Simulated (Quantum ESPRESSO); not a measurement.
# 2H-MoS2, 1 layer, rectangular cell: a series in strain along the second axis, part 6 of 7

What law, if any, do the results for 2H-MoS2, 1 layer, rectangular cell follow against strain along the second axis?

Quantum ESPRESSO 7.5; plane-wave DFT, PBE, GBRV ultrasoft pseudopotentials.

So far. Step 6 (Band structure, -4 %): Along this path the valence top lies between Γ and X and the conduction bottom between S and Y. Step 7 (Relaxation with pw.x, -3 %): The relaxation lowers the energy by 2 meV an atom.

### 9. Relaxing the ions, 3 %

File m7.relax.in:

```
&control
  prefix = 'm7.relax'
  outdir = './out'
  pseudo_dir = './pseudo'
  nstep = 40
  forc_conv_thr = 0.0003
  calculation = 'relax'
  tstress = .true.
/
&system
  ibrav = 0
  nat = 6
  ntyp = 2
  ecutwfc = 50
  ecutrho = 250
  occupations = 'smearing'
  smearing = 'fd'
  degauss = 0.002
/
&electrons
  conv_thr = 1e-09
  mixing_beta = 0.4
  electron_maxstep = 120
  mixing_mode = 'plain'
/
&ions
/
ATOMIC_SPECIES
  S   32.0600  s_pbe_v1.4.uspp.F.UPF
  Mo  95.9500  mo_pbe_v1.uspp.F.UPF
CELL_PARAMETERS angstrom
  3.18307604300000 0.00000000000000 0.00000000000000
  0.00000000000000 5.67868616414000 0.00000000000000
  0.00000000000000 0.00000000000000 18.26259773800000
ATOMIC_POSITIONS crystal
  S   0.999999999900 0.333333776000 0.414454234500
  S   0.500000000000 0.833333714400 0.414454237300
  Mo  0.000000000000 -0.000000854000 0.500000000000
  Mo  0.500000000000 0.499999206700 0.500000000000
  S   0.999999999900 0.333333776000 0.585545765500
  S   0.500000000000 0.833333714400 0.585545762700
K_POINTS automatic
  10 6 1 0 0 0
```

On the command line:

```sh
OMP_NUM_THREADS=1 mpirun -n 4 pw.x -nk 4 -in m7.relax.in > m7.relax.out
```

The log of the run:

```text
[banner, memory and clock lines left out]
Program PWSCF v.7.5 starts
[...]
Message from routine setup:
[...]
number of electrons       =        52.00
     number of Kohn-Sham states=           31
     kinetic-energy cutoff     =      50.0000  Ry
     charge density cutoff     =     250.0000  Ry
[...]
number of k points=    24  Fermi-Dirac smearing, width (Ry)=  0.0020
[...]
Dense  grid:   148573 G-vectors     FFT dimensions: (  32,  60, 180)
[...]
negative rho (up, down):  4.796E-03 0.000E+00
     Starting wfcs are   42 randomized atomic wfcs
[...]
negative rho (up, down):  4.897E-03 0.000E+00
[...]
estimated scf accuracy    <       0.18672672 Ry
[...]
negative rho (up, down):  4.907E-03 0.000E+00
[...]
estimated scf accuracy    <       0.03770928 Ry
[...]
negative rho (up, down):  4.947E-03 0.000E+00
[...]
estimated scf accuracy    <       0.03149603 Ry
[...]
negative rho (up, down):  4.928E-03 0.000E+00
[...]
estimated scf accuracy    <       0.00225006 Ry
[...]
negative rho (up, down):  4.921E-03 0.000E+00
[...]
estimated scf accuracy    <       0.00236727 Ry
[...]
negative rho (up, down):  4.914E-03 0.000E+00
[...]
estimated scf accuracy    <       0.00092959 Ry
[...]
negative rho (up, down):  4.906E-03 0.000E+00
[...]
estimated scf accuracy    <       0.00004762 Ry
[...]
negative rho (up, down):  4.903E-03 0.000E+00
[...]
estimated scf accuracy    <       0.00001167 Ry
[...]
negative rho (up, down):  4.898E-03 0.000E+00
[...]
estimated scf accuracy    <       0.00000260 Ry
[...]
negative rho (up, down):  4.898E-03 0.000E+00
[...]
estimated scf accuracy    <       0.00000066 Ry
[...]
negative rho (up, down):  4.898E-03 0.000E+00
[...]
estimated scf accuracy    <       0.00000055 Ry
[...]
negative rho (up, down):  4.898E-03 0.000E+00
[...]
estimated scf accuracy    <          4.9E-09 Ry
[...]
negative rho (up, down):  4.898E-03 0.000E+00
[...]
estimated scf accuracy    <       0.00000003 Ry
[...]
negative rho (up, down):  4.898E-03 0.000E+00
[...]
the Fermi energy is     0.2679 ev
!    total energy              =    -375.46029429 Ry
     estimated scf accuracy    <          7.6E-10 Ry
     smearing contrib. (-TS)   =      -0.00000000 Ry
     internal energy E=F+TS    =    -375.46029429 Ry
[...]
one-electron contribution =   -1897.85129344 Ry
     hartree contribution      =     950.24450694 Ry
     xc contribution           =     -72.40757248 Ry
     ewald contribution        =     644.55406469 Ry
     convergence has been achieved in  14 iterations
     negative rho (up, down):  4.898E-03 0.000E+00
[...]
Total force =     0.023286     Total SCF correction =     0.000034
[...]
negative rho (up, down):  4.898E-03 0.000E+00
[...]
negative rho (up, down):  4.908E-03 0.000E+00
[...]
negative rho (up, down):  4.907E-03 0.000E+00
[...]
estimated scf accuracy    <       0.00002369 Ry
[...]
negative rho (up, down):  4.906E-03 0.000E+00
[...]
estimated scf accuracy    <       0.00003386 Ry
[...]
negative rho (up, down):  4.904E-03 0.000E+00
[...]
estimated scf accuracy    <       0.00000164 Ry
[...]
negative rho (up, down):  4.904E-03 0.000E+00
[...]
estimated scf accuracy    <       0.00000113 Ry
[...]
negative rho (up, down):  4.904E-03 0.000E+00
[...]
estimated scf accuracy    <       0.00000019 Ry
[...]
negative rho (up, down):  4.904E-03 0.000E+00
[...]
estimated scf accuracy    <       0.00000010 Ry
[...]
negative rho (up, down):  4.904E-03 0.000E+00
[...]
estimated scf accuracy    <       0.00000002 Ry
[...]
negative rho (up, down):  4.904E-03 0.000E+00
[...]
the Fermi energy is     0.2799 ev
!    total energy              =    -375.46073339 Ry
     estimated scf accuracy    <          6.8E-10 Ry
     smearing contrib. (-TS)   =      -0.00000000 Ry
     internal energy E=F+TS    =    -375.46073339 Ry
[...]
one-electron contribution =   -1900.69211805 Ry
     hartree contribution      =     951.65576934 Ry
     xc contribution           =     -72.42414362 Ry
     ewald contribution        =     645.99975894 Ry
     convergence has been achieved in   8 iterations
     negative rho (up, down):  4.904E-03 0.000E+00
[...]
Total force =     0.014447     Total SCF correction =     0.000060
[...]
negative rho (up, down):  4.904E-03 0.000E+00
[...]
negative rho (up, down):  4.915E-03 0.000E+00
[...]
negative rho (up, down):  4.914E-03 0.000E+00
[...]
estimated scf accuracy    <       0.00002953 Ry
[...]
negative rho (up, down):  4.912E-03 0.000E+00
[...]
estimated scf accuracy    <       0.00004429 Ry
[...]
negative rho (up, down):  4.910E-03 0.000E+00
[...]
estimated scf accuracy    <       0.00000191 Ry
[...]
negative rho (up, down):  4.910E-03 0.000E+00
[...]
estimated scf accuracy    <       0.00000349 Ry
[...]
negative rho (up, down):  4.910E-03 0.000E+00
[...]
estimated scf accuracy    <       0.00000099 Ry
[...]
negative rho (up, down):  4.910E-03 0.000E+00
[...]
estimated scf accuracy    <       0.00000012 Ry
[...]
negative rho (up, down):  4.910E-03 0.000E+00
[...]
estimated scf accuracy    <       0.00000003 Ry
[...]
negative rho (up, down):  4.910E-03 0.000E+00
[...]
estimated scf accuracy    <          2.3E-09 Ry
[...]
negative rho (up, down):  4.910E-03 0.000E+00
[...]
estimated scf accuracy    <          7.1E-10 Ry
[...]
negative rho (up, down):  4.910E-03 0.000E+00
[...]
estimated scf accuracy    <          6.6E-11 Ry
[...]
negative rho (up, down):  4.910E-03 0.000E+00
[...]
the Fermi energy is     0.0367 ev
!    total energy              =    -375.46097676 Ry
     estimated scf accuracy    <          9.3E-12 Ry
     smearing contrib. (-TS)   =      -0.00000000 Ry
     internal energy E=F+TS    =    -375.46097676 Ry
[...]
one-electron contribution =   -1903.85799761 Ry
     hartree contribution      =     953.22898127 Ry
     xc contribution           =     -72.44281899 Ry
     ewald contribution        =     647.61085858 Ry
     convergence has been achieved in  11 iterations
     negative rho (up, down):  4.910E-03 0.000E+00
[...]
Total force =     0.005036     Total SCF correction =     0.000008
[...]
negative rho (up, down):  4.910E-03 0.000E+00
[...]
negative rho (up, down):  4.916E-03 0.000E+00
[...]
negative rho (up, down):  4.916E-03 0.000E+00
[...]
estimated scf accuracy    <       0.00000820 Ry
[...]
negative rho (up, down):  4.915E-03 0.000E+00
[...]
estimated scf accuracy    <       0.00001217 Ry
[...]
negative rho (up, down):  4.914E-03 0.000E+00
[...]
estimated scf accuracy    <       0.00000050 Ry
[...]
negative rho (up, down):  4.914E-03 0.000E+00
[...]
estimated scf accuracy    <       0.00000041 Ry
[...]
negative rho (up, down):  4.914E-03 0.000E+00
[...]
estimated scf accuracy    <       0.00000015 Ry
[...]
negative rho (up, down):  4.914E-03 0.000E+00
[...]
estimated scf accuracy    <       0.00000002 Ry
[...]
negative rho (up, down):  4.914E-03 0.000E+00
[...]
estimated scf accuracy    <          4.7E-09 Ry
[...]
negative rho (up, down):  4.914E-03 0.000E+00
[...]
estimated scf accuracy    <          1.0E-10 Ry
[...]
negative rho (up, down):  4.914E-03 0.000E+00
[...]
estimated scf accuracy    <          5.3E-11 Ry
[...]
negative rho (up, down):  4.914E-03 0.000E+00
[...]
the Fermi energy is     0.0430 ev
!    total energy              =    -375.46101004 Ry
     estimated scf accuracy    <          9.9E-12 Ry
     smearing contrib. (-TS)   =      -0.00000000 Ry
     internal energy E=F+TS    =    -375.46101004 Ry
[...]
one-electron contribution =   -1905.58201105 Ry
     hartree contribution      =     954.08563236 Ry
     xc contribution           =     -72.45309821 Ry
     ewald contribution        =     648.48846686 Ry
     convergence has been achieved in  10 iterations
     negative rho (up, down):  4.914E-03 0.000E+00
[...]
Total force =     0.000786     Total SCF correction =     0.000010
[...]
negative rho (up, down):  4.914E-03 0.000E+00
[...]
negative rho (up, down):  4.914E-03 0.000E+00
[...]
negative rho (up, down):  4.914E-03 0.000E+00
[...]
estimated scf accuracy    <       0.00000002 Ry
[...]
negative rho (up, down):  4.914E-03 0.000E+00
[...]
estimated scf accuracy    <          6.7E-09 Ry
[...]
negative rho (up, down):  4.914E-03 0.000E+00
[...]
estimated scf accuracy    <       0.00000001 Ry
[...]
negative rho (up, down):  4.914E-03 0.000E+00
[...]
estimated scf accuracy    <          2.0E-09 Ry
[...]
negative rho (up, down):  4.914E-03 0.000E+00
[...]
estimated scf accuracy    <          1.2E-10 Ry
[...]
negative rho (up, down):  4.914E-03 0.000E+00
[...]
estimated scf accuracy    <          4.6E-11 Ry
[...]
negative rho (up, down):  4.914E-03 0.000E+00
[...]
the Fermi energy is     0.0433 ev
!    total energy              =    -375.46101048 Ry
     estimated scf accuracy    <          3.3E-12 Ry
     smearing contrib. (-TS)   =      -0.00000000 Ry
     internal energy E=F+TS    =    -375.46101048 Ry
[...]
one-electron contribution =   -1905.61373446 Ry
     hartree contribution      =     954.10139306 Ry
     xc contribution           =     -72.45330955 Ry
     ewald contribution        =     648.50464048 Ry
     convergence has been achieved in   7 iterations
     negative rho (up, down):  4.914E-03 0.000E+00
[...]
Total force =     0.000347     Total SCF correction =     0.000003
[...]
negative rho (up, down):  4.914E-03 0.000E+00
[...]
```

It took 5.7 min on 4 MPI ranks of Arm Neoverse V1, shared host; peak memory 1.2 GiB; 23 min of CPU time.

Step by step:

```tsv
step	energy less that of the first step (eV)	largest force (eV/Å)
1	0.0000	0.2838
2	-0.0060	0.1798
3	-0.0093	0.0646
4	-0.0097	0.0114
5	-0.0097	0.0051
```

The atoms that moved most (Å):

```tsv
atom	dx	dy	dz	length
S2	0.000	-0.003	0.015	0.016
S6	0.000	-0.003	-0.015	0.016
S5	0.000	-0.003	-0.015	0.016
S1	0.000	-0.003	0.015	0.016
Mo4	0.000	0.006	0.000	0.006
Mo3	0.000	0.006	0.000	0.006
```

The relaxed structure:

```cif
data_structure
_symmetry_space_group_name_H-M 'P 1'
_symmetry_Int_Tables_number 1
_cell_length_a 3.1831
_cell_length_b 5.6787
_cell_length_c 18.2626
_cell_angle_alpha 90.000
_cell_angle_beta 90.000
_cell_angle_gamma 90.000
_cell_volume 330.11
loop_
_atom_site_label
_atom_site_type_symbol
_atom_site_fract_x
_atom_site_fract_y
_atom_site_fract_z
_atom_site_occupancy
S1 S 0.00000 0.33284 0.41530 1
S2 S 0.50000 0.83284 0.41530 1
Mo3 Mo 0.00000 0.00099 0.50000 1
Mo4 Mo 0.50000 0.50099 0.50000 1
S5 S 0.00000 0.33284 0.58470 1
S6 S 0.50000 0.83284 0.58470 1
```

The relaxation lowers the energy by 2 meV an atom.

Read from the output:

| Quantity | Value |
| --- | --- |
| free energy | -5108.4073 eV |
| Fermi energy | 0.0433 eV |

### 10. SCF with pw.x, 3 %

File m7.scf.in:

```
&control
  prefix = 'm7.scf'
  outdir = './out'
  pseudo_dir = './pseudo'
  calculation = 'scf'
  tprnfor = .true.
/
&system
  ibrav = 0
  nat = 6
  ntyp = 2
  ecutwfc = 40
  ecutrho = 200
  occupations = 'smearing'
  smearing = 'fd'
  degauss = 0.002
  nbnd = 30
/
&electrons
  conv_thr = 1e-09
  mixing_beta = 0.4
  electron_maxstep = 120
  mixing_mode = 'plain'
/
ATOMIC_SPECIES
  S   32.0600  s_pbe_v1.4.uspp.F.UPF
  Mo  95.9500  mo_pbe_v1.uspp.F.UPF
CELL_PARAMETERS angstrom
  3.18307604300000 0.00000000000000 0.00000000000000
  0.00000000000000 5.67868616414000 0.00000000000000
  0.00000000000000 0.00000000000000 18.26259773800000
ATOMIC_POSITIONS crystal
  S   0.999999999900 0.332836112300 0.415302246800
  S   0.500000000000 0.832836070200 0.415302265900
  Mo  0.000000000000 0.000994415400 0.500000000000
  Mo  0.500000000000 0.500994553000 0.500000000000
  S   0.999999999900 0.332836112300 0.584697753200
  S   0.500000000000 0.832836070200 0.584697734100
K_POINTS automatic
  10 6 1 0 0 0
```

On the command line:

```sh
OMP_NUM_THREADS=1 mpirun -n 4 pw.x -nk 4 -in m7.scf.in > m7.scf.out
```

The log of the run:

```text
[banner, memory and clock lines left out]
Program PWSCF v.7.5 starts
[...]
Message from routine setup:
[...]
number of electrons       =        52.00
     number of Kohn-Sham states=           30
     kinetic-energy cutoff     =      40.0000  Ry
     charge density cutoff     =     200.0000  Ry
[...]
number of k points=    24  Fermi-Dirac smearing, width (Ry)=  0.0020
[...]
Dense  grid:   106513 G-vectors     FFT dimensions: (  27,  50, 160)
[...]
negative rho (up, down):  5.042E-03 0.000E+00
     Starting wfcs are   42 randomized atomic wfcs
[...]
negative rho (up, down):  5.125E-03 0.000E+00
[...]
estimated scf accuracy    <       0.18785392 Ry
[...]
negative rho (up, down):  5.130E-03 0.000E+00
[...]
estimated scf accuracy    <       0.03437651 Ry
[...]
negative rho (up, down):  5.158E-03 0.000E+00
[...]
estimated scf accuracy    <       0.02476541 Ry
[...]
negative rho (up, down):  5.138E-03 0.000E+00
[...]
estimated scf accuracy    <       0.00218837 Ry
[...]
negative rho (up, down):  5.129E-03 0.000E+00
[...]
estimated scf accuracy    <       0.00164697 Ry
[...]
negative rho (up, down):  5.126E-03 0.000E+00
[...]
estimated scf accuracy    <       0.00008915 Ry
[...]
negative rho (up, down):  5.116E-03 0.000E+00
[...]
estimated scf accuracy    <       0.00010761 Ry
[...]
negative rho (up, down):  5.111E-03 0.000E+00
[...]
estimated scf accuracy    <       0.00001224 Ry
[...]
negative rho (up, down):  5.109E-03 0.000E+00
[...]
estimated scf accuracy    <       0.00000163 Ry
[...]
negative rho (up, down):  5.108E-03 0.000E+00
[...]
estimated scf accuracy    <       0.00000054 Ry
[...]
negative rho (up, down):  5.107E-03 0.000E+00
[...]
estimated scf accuracy    <       0.00000026 Ry
[...]
negative rho (up, down):  5.107E-03 0.000E+00
[...]
estimated scf accuracy    <          7.1E-09 Ry
[...]
negative rho (up, down):  5.107E-03 0.000E+00
[...]
the Fermi energy is     0.2024 ev
!    total energy              =    -375.45910318 Ry
     estimated scf accuracy    <          9.8E-10 Ry
     smearing contrib. (-TS)   =      -0.00000000 Ry
     internal energy E=F+TS    =    -375.45910318 Ry
[...]
one-electron contribution =   -1905.61328737 Ry
     hartree contribution      =     954.10307291 Ry
     xc contribution           =     -72.45352917 Ry
     ewald contribution        =     648.50464045 Ry
     convergence has been achieved in  13 iterations
     negative rho (up, down):  5.107E-03 0.000E+00
[...]
Total force =     0.000306     Total SCF correction =     0.000124
[...]
```

Run time: 53 s. Hardware: 4 MPI ranks; peak memory 0.84 GiB.

This step gave:

| Property | Result |
| --- | --- |
| free energy | -5108.3813 eV |
| Fermi energy | 0.2024 eV |
| valence top, on the run's zero | -0.5388 eV |
| conduction bottom, on the run's zero | 0.7999 eV |
| gap by band count | 1.339 eV |

(Part 6 of 7 ends here.)

[Logs are printed without paths, hosts, clocks, repeated set-up lines and the standing remarks that a program may print on its own settings, such as how far it seeks lower states.]

[Hosts, paths, dates, database ids (printed as entryN), source tags and the programs' standing remarks are cut or masked in the printed files.]

[Maps of the electrostatic potential energy from Ansatz leave out the sawtooth potential of an applied field or a dipole correction, so their vacuum need not be flat; planar profiles and work functions include it.]
